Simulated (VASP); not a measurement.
# CO2 (Cmce) in VASP: notebook

The runs below take CO2 through equation of state, with LDA.

Program: VASP 6.6.1. These are calculated values, not measurements. Logs are shortened: lines on timing, memory, paths and dates and some standing lists are left out, and cuts for length are marked.

### Step 1. The structure

Symmetry: Cmce, No. 64, orthorhombic system. Conventional cell: a = 5.081 Å, b = 4.584 Å, c = 6.151 Å, α = 90.00°, β = 90.00°, γ = 90.00°. O (site symmetry m) is surrounded by 1 C at 1.17 Å. C (site symmetry 2/m) has 2 O at 1.17 Å as nearest neighbours.

The cell comes from a database or a generator and needn't be the stable form of this composition.

### Step 2. Equation of state, LDA, 11.46 Å³/atom (a relaxed cell with its volume scaled by 0.96)

INCAR

```
PREC     = Accurate       # precision mode
ENCUT    = 520            # plane-wave cutoff, eV
EDIFF    = 1E-7           # SCF threshold, eV
ISMEAR   = 0              # smearing method
SIGMA    = 0.02           # smearing width, eV
LREAL    = F              # projectors in reciprocal space
LASPH    = T              # aspherical terms in the spheres
NELM     = 60             # most SCF steps
ALGO     = Normal         # electronic algorithm
ISIF     = 2              # what is computed and relaxed
LWAVE    = F              # write WAVECAR
LCHARG   = F              # write CHGCAR
KPAR     = 2
```

KPOINTS

```
regular mesh
0
Gamma
  8 8 4
```

POSCAR

```
CO2                                     
1.0
    2.5063233009     -2.2609008185      0.0000000000
    2.5063233009      2.2609008185     -0.0000000000
    0.0000000000      0.0000000000      6.0682860459
  O               C             
     4     2
Direct
     0.2931622477071297    0.7068377522928704    0.6105890488880462
     0.7068377522928704    0.2931622477071297    0.3894109511119532
     0.2068377522928703    0.7931622477071296    0.1105890488880467
     0.7931622477071296    0.2068377522928703    0.8894109511119538
     0.5000000000000000    0.5000000000000000    0.5000000000000000
     0.0000000000000000    0.0000000000000000    0.0000000000000000
```

Potentials or basis: VASP PAW LDA potentials, release 64 (O, C).

Run with:

```bash
cat potpaw_LDA.64/O/POTCAR potpaw_LDA.64/C/POTCAR > POTCAR
mpirun -np 2 vasp_std > vasp.out
```

OUTCAR:

```text
PREC = Accurate
   ENCUT = 520
   EDIFF = 1E-7
   ISMEAR = 0
   LREAL = F
   LASPH = T
   NELM = 60
   ISIF = 2

 ion  position               nearest neighbor table
   1  0.293  0.707  0.611-   5 1.15
   2  0.707  0.293  0.389-   5 1.15
   3  0.207  0.793  0.111-   6 1.15
   4  0.793  0.207  0.889-   6 1.15
   5  0.500  0.500  0.500-   1 1.15   2 1.15
   6  0.000  0.000  0.000-   3 1.15   4 1.15

  LATTYP: Found a base centered orthorhombic cell.
 ALAT       =     4.5218016370
 B/A-ratio  =     1.1085507513
 C/A-ratio  =     1.3420062473

  Lattice vectors:

 A1 = (  -2.5063233009,  -2.2609008185,   0.0000000000)
 A2 = (   2.5063233009,  -2.2609008185,   0.0000000000)
 A3 = (   0.0000000000,   0.0000000000,   6.0682860459)

Analysis of symmetry for initial positions (statically):
=====================================================================
 Subroutine PRICEL returns:
 Original cell was already a primitive cell.

 Routine SETGRP: Setting up the symmetry group for a
 base centered orthorhombic supercell.

 Subroutine GETGRP returns: Found  8 space group operations
 (whereof  4 operations were pure point group operations)
 out of a pool of  8 trial point group operations.

The static configuration has the point symmetry C_2h.
 The point group associated with its full space group is D_2h.

Analysis of symmetry for dynamics (positions and initial velocities):
=====================================================================
 Subroutine PRICEL returns:
 Original cell was already a primitive cell.

 Routine SETGRP: Setting up the symmetry group for a
 base centered orthorhombic supercell.

 Subroutine GETGRP returns: Found  8 space group operations
 (whereof  4 operations were pure point group operations)
 out of a pool of  8 trial point group operations.

The dynamic configuration has the point symmetry C_2h.
 The point group associated with its full space group is D_2h.

 Subroutine INISYM returns: Found  8 space group operations
 (whereof  4 operations are pure point group operations),
 and found     1 'primitive' translations

----------------------------------------------------------------------------------------

                                     Primitive cell

  volume of cell :      68.7725

  direct lattice vectors                    reciprocal lattice vectors
     2.506323301 -2.260900819  0.000000000     0.199495412 -0.221150789  0.000000000
     2.506323301  2.260900819  0.000000000     0.199495412  0.221150789  0.000000000
     0.000000000  0.000000000  6.068286046     0.000000000  0.000000000  0.164791177

  length of vectors
     3.375400569  3.375400569  6.068286046     0.297835678  0.297835678  0.164791177

  position of ions in fractional coordinates (direct lattice)
     0.293162248  0.706837752  0.610589049
     0.706837752  0.293162248  0.389410951
     0.206837752  0.793162248  0.110589049
     0.793162248  0.206837752  0.889410951
     0.500000000  0.500000000  0.500000000
     0.000000000  0.000000000  0.000000000

  ion indices of the primitive-cell ions
   primitive index   ion index
                 1           1
                 2           2
                 3           3
                 4           4
                 5           5
                 6           6

----------------------------------------------------------------------------------------

 KPOINTS: regular mesh

Automatic generation of k-mesh.
 Grid dimensions read from file:
 generate k-points for:    8    8    4

 Generating k-lattice:

  Cartesian coordinates                     Fractional coordinates (reciprocal lattice)
     0.024936927 -0.027643849  0.000000000     0.125000000  0.000000000  0.000000000
     0.024936927  0.027643849  0.000000000     0.000000000  0.125000000  0.000000000
     0.000000000  0.000000000  0.041197794     0.000000000  0.000000000  0.250000000

  Length of vectors
     0.037229460  0.037229460  0.041197794

  Shift w.r.t. Gamma in fractional coordinates (k-lattice)
     0.000000000  0.000000000  0.000000000

 Subroutine IBZKPT returns following result:
 ===========================================

 Found     63 irreducible k-points:

 Following reciprocal coordinates:
            Coordinates               Weight
  0.000000  0.000000  0.000000      1.000000
  0.125000 -0.000000  0.000000      4.000000
  0.250000 -0.000000  0.000000      4.000000
  0.375000 -0.000000  0.000000      4.000000
  0.500000 -0.000000  0.000000      2.000000
  0.125000  0.125000  0.000000      2.000000
[... 16 lines left out ...]
  0.125000 -0.000000  0.250000      8.000000
  0.250000 -0.000000  0.250000      8.000000
 [... further k-points ...]
   k-points           NKPTS =     63   k-points in BZ     NKDIM =     63   number of bands    NBANDS=     20
   number of dos      NEDOS =    301   number of ions     NIONS =      6
   total plane-waves  NPLWV =  37632
   dimension x,y,z NGX =    28 NGY =   28 NGZ =   48
   dimension x,y,z NGXF=    56 NGYF=   56 NGZF=   96
   ions per type =               4   2
   NGX,Y,Z   is equivalent  to a cutoff of  13.79, 13.79, 13.15 a.u.
   NGXF,Y,Z  is equivalent  to a cutoff of  27.58, 27.58, 26.30 a.u.
 SYSTEM =  unknown system
   PREC   = accura    normal or accurate (medium, high low for compatibility)
   ISTART =      0    job   : 0-new  1-cont  2-samecut
   ICHARG =      2    charge: 1-file 2-atom 10-const
   ISPIN  =      1    spin polarized calculation?
   LNONCOLLINEAR =      F non collinear calculations
   LSORBIT =      F    spin-orbit coupling
   LASPH  =      T    aspherical Exc in radial PAW
   ENCUT  =  520.0 eV  38.22 Ry    6.18 a.u.   6.28  6.28 11.28*2*pi/ulx,y,z
   NELM   =     60;   NELMIN=  2; NELMDL= -5     # of ELM steps
   EDIFF  = 0.1E-06   stopping-criterion for ELM
   LREAL  =      F    real-space projection
   EDIFFG = 0.1E-05   stopping-criterion for IOM
   NSW    =      0    number of steps for IOM
   IBRION =     -1    ionic relax: 0-MD 1-quasi-New 2-CG
   NFREE  =      0    steps in history (QN), initial steepest desc. (CG)
   ISIF   =      2    stress and relaxation
   ISYM   =      2    0-nonsym 1-usesym 2-fastsym
   POTIM  = 0.5000    time-step for ionic-motion
   TEBEG  =    0.0;   TEEND  =   0.0 temperature during run
   PSTRESS=    0.0 pullay stress
   NELECT =      32.0000    total number of electrons
   NUPDOWN=      -1.0000    fix difference up-down
   EMIN   =  10.00;   EMAX   =-10.00  energy-range for DOS
   EFERMI =   0.00;   METHOD = LEGACY
   ISMEAR =     0;   SIGMA  =   0.02  broadening in eV -4-tet -1-fermi 0-gaus
   EFERMI_NEDOS =   21; number of points for ismear=-14 and -15
   IALGO  =     38    algorithm
   IMIX   =      4    mixing-type and parameters
     AMIX     =   0.40;   BMIX     =  1.00
     AMIX_MAG =   1.60;   BMIX_MAG =  1.00
  volume/ion in A,a.u.               =      11.46        77.35
  Fermi-wavevector in a.u.,A,eV,Ry     =   1.268586  2.397280 21.896001  1.609311
  Thomas-Fermi vector in A             =   2.401673
   LORBIT       =      0    0 simple, 1 ext, 2 COOP (PROOUT), +10 PAW based schemes
   GGA     = CA    functional components
   LHFCALC =     F    Hartree Fock is set to
   AEXX    =    0.0000 exact exchange contribution
   IVDW    =     0    specifies the selected vdW correction
   LEPSILON=     F    determine dielectric tensor
   LRPA    =     F    only Hartree local field effects (RPA)
 non-spin polarized calculation
 Gauss-broadening in eV      SIGMA  =   0.02
  energy-cutoff  :      520.00
  volume of cell :       68.77
 maximum number of plane-waves:      1875
 NGX is ok and might be reduce to    28
   NGX = 13   NGY = 13   NGZ = 23

 number of electron      31.9999992 magnetization

 Free energy of the ion-electron system (eV)
  ---------------------------------------------------
  ext. energy  EPLUGINS =         0.00000000
  ---------------------------------------------------
  free energy    TOTEN  =       -49.69243727 eV

  energy without entropy =      -49.69243727  energy(sigma->0) =      -49.69243727

 E-fermi :  -1.8404     XC(G=0):  -9.7844

 val. band max:       -1.9700097489   @ k =   0.5000   0.5000   0.0000
 cond. band min:       4.5969149868   @ k =   0.0000   0.0000   0.0000
 fundamental gap:      6.5669247357
 Fermi energy:        -1.8403957069

 k-point     1 :       0.0000    0.0000    0.0000
  band No.  band energies     occupation
      1     -23.1785      2.00000
      2     -22.8317      2.00000
      3     -21.8429      2.00000
      4     -21.7069      2.00000
      5      -7.8589      2.00000
      6      -7.2615      2.00000
[... 12 lines left out ...]
     19       5.4691      0.00000
     20       5.6301      0.00000

 k-point     2 :       0.1250   -0.0000    0.0000
  band No.  band energies     occupation
      1     -23.1401      2.00000
      2     -22.8139      2.00000
      3     -21.8477      2.00000
      4     -21.7273      2.00000
      5      -7.9262      2.00000
      6      -7.2262      2.00000
[... 12 lines left out ...]
     19       5.4510      0.00000
     20       5.7783      0.00000

 k-point     3 :       0.2500   -0.0000    0.0000
  band No.  band energies     occupation
      1     -23.0368      2.00000
      2     -22.7745      2.00000
      3     -21.8619      2.00000
      4     -21.7812      2.00000
      5      -8.0365      2.00000
      6      -7.3049      2.00000
[... 12 lines left out ...]
     19       5.6275      0.00000
     20       6.1199      0.00000

 k-point     4 :       0.3750   -0.0000    0.0000
  band No.  band energies     occupation
      1     -22.9033      2.00000
      2     -22.7524      2.00000
      3     -21.8796      2.00000
      4     -21.8443      2.00000
      5      -8.0757      2.00000
      6      -7.6414      2.00000
[... 429 lines left out ...]
 k-point    23 :       0.1250   -0.0000    0.2500
  band No.  band energies     occupation
      1     -23.0983      2.00000
      2     -22.8692      2.00000
      3     -21.8229      2.00000
      4     -21.7395      2.00000
      5      -7.8917      2.00000
      6      -7.4178      2.00000
[... 12 lines left out ...]
     19       5.6238      0.00000
     20       5.7758      0.00000

 k-point    24 :       0.2500   -0.0000    0.2500
  band No.  band energies     occupation
      1     -23.0018      2.00000
      2     -22.8171      2.00000
      3     -21.8464      2.00000
      4     -21.7899      2.00000
      5      -7.9688      2.00000
      6      -7.3938      2.00000
[... 12 lines left out ...]
     19       5.7932      0.00000
     20       6.1982      0.00000

 [... further k-points ...]

------------------------ aborting loop because EDIFF is reached ----------------------------------------

  FORCE on cell =-STRESS in cart. coord.  units (eV):
  Direction    XX          YY          ZZ          XY          YZ          ZX
  --------------------------------------------------------------------------------------
  -------------------------------------------------------------------------------------
  Total        0.3345781      5.8684660      3.1852223      0.0000000      0.0000000      0.0000000
  in kB        7.7945926    136.7163735     74.2054304      0.0000000      0.0000000      0.0000000
  external PRESSURE =      72.9054655 kB  Pullay stress =       0.0000000 kB

 VOLUME and BASIS-vectors are now :
 -----------------------------------------------------------------------------
  energy-cutoff  :      520.00
  volume of cell :       68.77
      direct lattice vectors                 reciprocal lattice vectors
     2.506323301 -2.260900819  0.000000000     0.199495412 -0.221150789  0.000000000
     2.506323301  2.260900819  0.000000000     0.199495412  0.221150789  0.000000000
     0.000000000  0.000000000  6.068286046     0.000000000  0.000000000  0.164791177

 POSITION                                       TOTAL-FORCE (eV/Angst)
 -----------------------------------------------------------------------------------
      2.50632      0.93528      3.70523         0.000000      1.459750      1.038774
      2.50632     -0.93528      2.36306         0.000000     -1.459750     -1.038774
      2.50632      1.32562      0.67109         0.000000     -1.459750      1.038774
      2.50632     -1.32562      5.39720         0.000000      1.459750     -1.038774
      2.50632      0.00000      3.03414         0.000000      0.000000      0.000000
      0.00000      0.00000      0.00000        -0.000000      0.000000      0.000000
 -----------------------------------------------------------------------------------
    total drift:                                0.000000      0.000000      0.000000

  FREE ENERGIE OF THE ION-ELECTRON SYSTEM (eV)
  ---------------------------------------------------
  free  energy   TOTEN  =       -49.6924372667 eV

  energy  without entropy=      -49.6924372667  energy(sigma->0) =      -49.69243727
```

Run time: 16 s. Hardware: 2 MPI ranks of Intel Xeon Platinum 8559C (Emerald Rapids), shared host; peak memory 0.19 GiB.

Results:

* Free energy: -49.6924 eV
* Pressure: 7.3 GPa
* Largest force: 1.792 eV/Å
* Band gap on the k mesh: 6.57 eV, indirect (least direct gap 7.35 eV)

Caveat: the standard files for N, O and F lose accuracy on very short bonds; forces of over 1 eV/Å show positions far from the minimum, so gaps and moduli don't describe the material at rest.

### Step 3. Equation of state, LDA, 11.70 Å³/atom (a relaxed cell with its volume scaled by 0.98)

INCAR is that of step 2.

KPOINTS is that of step 2.

POSCAR: that of step 2 with these lines changed.

```diff
@@ -2,5 +2,5 @@
 1.0
-    2.5063233009     -2.2609008185      0.0000000000
-    2.5063233009      2.2609008185     -0.0000000000
-    0.0000000000      0.0000000000      6.0682860459
+    2.5236088354     -2.2764937307      0.0000000000
+    2.5236088354      2.2764937307     -0.0000000000
+    0.0000000000      0.0000000000      6.1101376170
   O               C
```

Potentials or basis: VASP PAW LDA potentials, release 64 (O, C).

Run with:

```bash
cat potpaw_LDA.64/O/POTCAR potpaw_LDA.64/C/POTCAR > POTCAR
mpirun -np 2 vasp_std > vasp.out
```

It took 16 s on 2 MPI ranks of Intel Xeon Platinum 8559C (Emerald Rapids), shared host; peak memory 0.18 GiB.

Results (log left out):

```yaml
Free_energy: -49.7444 eV
Pressure: 3.7 GPa
Largest_force: 0.889 eV/Å
Band_gap_on_the_k_mesh: 6.50 eV, indirect (least direct gap 7.26 eV)
```

Caveat: the standard files for N, O and F lose accuracy on very short bonds.

### Step 4. Equation of state, LDA, 11.94 Å³/atom

INCAR is that of step 3.

KPOINTS is that of step 3.

POSCAR: that of step 3 with these lines changed.

```diff
@@ -2,5 +2,5 @@
 1.0
-    2.5236088354     -2.2764937307      0.0000000000
-    2.5236088354      2.2764937307     -0.0000000000
-    0.0000000000      0.0000000000      6.1101376170
+    2.5406607637     -2.2918759117      0.0000000000
+    2.5406607637      2.2918759117     -0.0000000000
+    0.0000000000      0.0000000000      6.1514235830
   O               C
```

Run with:

```bash
cat potpaw_LDA.64/O/POTCAR potpaw_LDA.64/C/POTCAR > POTCAR
mpirun -np 2 vasp_std > vasp.out
```

Run time: 17 s. Hardware: 2 MPI ranks of Intel Xeon Platinum 8559C (Emerald Rapids), shared host; peak memory 0.18 GiB.

Results (log left out):

- Free energy: -49.7655 eV
- Pressure: 0.4 GPa
- Largest force: 0.044 eV/Å
- Band gap on the k mesh: 6.42 eV, indirect (least direct gap 7.16 eV)

Caveat: the standard files for N, O and F lose accuracy on very short bonds.

### Step 5. Equation of state, LDA, 12.18 Å³/atom (a relaxed cell with its volume scaled by 1.02)

INCAR is that of step 4.

KPOINTS is that of step 4.

POSCAR: that of step 4 with these lines changed.

```diff
@@ -2,5 +2,5 @@
 1.0
-    2.5406607637     -2.2918759117      0.0000000000
-    2.5406607637      2.2918759117     -0.0000000000
-    0.0000000000      0.0000000000      6.1514235830
+    2.5574868221     -2.3070543402      0.0000000000
+    2.5574868221      2.3070543402     -0.0000000000
+    0.0000000000      0.0000000000      6.1921626747
   O               C
```

Run with:

```bash
cat potpaw_LDA.64/O/POTCAR potpaw_LDA.64/C/POTCAR > POTCAR
mpirun -np 2 vasp_std > vasp.out
```

Run time: 19 s. Hardware: 2 MPI ranks of Intel Xeon Platinum 8559C (Emerald Rapids), shared host; peak memory 0.18 GiB.

It converged, with:

- Free energy: -49.7584 eV
- Pressure: -2.6 GPa
- Largest force: 0.747 eV/Å
- Band gap on the k mesh: 6.31 eV, indirect (least direct gap 7.03 eV)

Caveat: the standard files for N, O and F lose accuracy on very short bonds.

### Step 6. Equation of state, LDA, 12.42 Å³/atom (a relaxed cell with its volume scaled by 1.04)

INCAR is that of step 5.

KPOINTS is that of step 5.

POSCAR: that of step 5 with these lines changed.

```diff
@@ -2,5 +2,5 @@
 1.0
-    2.5574868221     -2.3070543402      0.0000000000
-    2.5574868221      2.3070543402     -0.0000000000
-    0.0000000000      0.0000000000      6.1921626747
+    2.5740943447     -2.3220356323      0.0000000000
+    2.5740943447      2.3220356323     -0.0000000000
+    0.0000000000      0.0000000000      6.2323726500
   O               C
```

Potentials or basis: VASP PAW LDA potentials, release 64 (O, C).

Run with:

```bash
cat potpaw_LDA.64/O/POTCAR potpaw_LDA.64/C/POTCAR > POTCAR
mpirun -np 2 vasp_std > vasp.out
```

It took 20 s on 2 MPI ranks of Intel Xeon Platinum 8559C (Emerald Rapids), shared host; peak memory 0.18 GiB.

It converged, with:

```
Free energy            : -49.7258 eV
Pressure               : -5.3 GPa
Largest force          : 1.487 eV/Å
Band gap on the k mesh : 6.21 eV, indirect (least direct gap 6.90 eV)
```

Caveat: the standard files for N, O and F lose accuracy on very short bonds; forces of over 1 eV/Å show positions far from the minimum, so gaps and moduli don't describe the material at rest.

### Step 7. Equation of state, LDA

This step only gathers the single runs of the series.

Results:

* Equilibrium volume: 12.00 Å³/atom
* Bulk modulus at fixed shape and positions: 154 GPa
* Pressure derivative of the bulk modulus: 3.9 (rough: it moves with the points fitted)

Energy against volume, from the lowest point:
| volume (Å³/atom) | energy (meV/atom) |
| --- | --- |
| 11.462 | 12.18 |
| 11.701 | 3.52 |
| 11.940 | 0.00 |
| 12.178 | 1.19 |
| 12.417 | 6.62 |

Caveat: the standard files for N, O and F lose accuracy on very short bonds; the cell was scaled at fixed shape and fractional positions, which overstates the stiffness of a crystal with free parameters, most of all of layers and chains.
